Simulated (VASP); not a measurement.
# WC: kinetic-energy density

WC, P-6m2 (no. 187), 2 atoms in the cell. PBE; PAW potentials W_sv, C (PBE set).

## Input

INCAR:
```
PREC = Accurate ; ENCUT = 520
EDIFF = 1E-7 ; ISMEAR = 0
SIGMA = 0.02 ; LREAL = False
LASPH = True ; ALGO = Normal
NELM = 100 ; ISIF = 2
LWAVE = False ; LCHARG = True
LTAU = True
```

KPOINTS:
```
k-points
0
Gamma
  9 9 8
```

POSCAR:
```
WC
1.0
    2.9065000000      0.0000000000      0.0000000000
   -1.4532500000      2.5171028361      0.0000000000
    0.0000000000      0.0000000000      2.8366000000
W C
1 1
Direct
    0.0000000000      0.0000000000      0.0000000000
    0.6666666667      0.3333333333      0.5000000000
```

Commands:
```
cat potpaw_PBE.64/W_sv/POTCAR potpaw_PBE.64/C/POTCAR > POTCAR
mpirun -np 1 vasp_std > vasp.out
```

## Result

- Kinetic energy of the pseudo orbitals (eV): 354.38

VASP 6.6.1 took 9.4 s on 1 core (Intel Xeon 6975P-C (Granite Rapids)), a shared host.
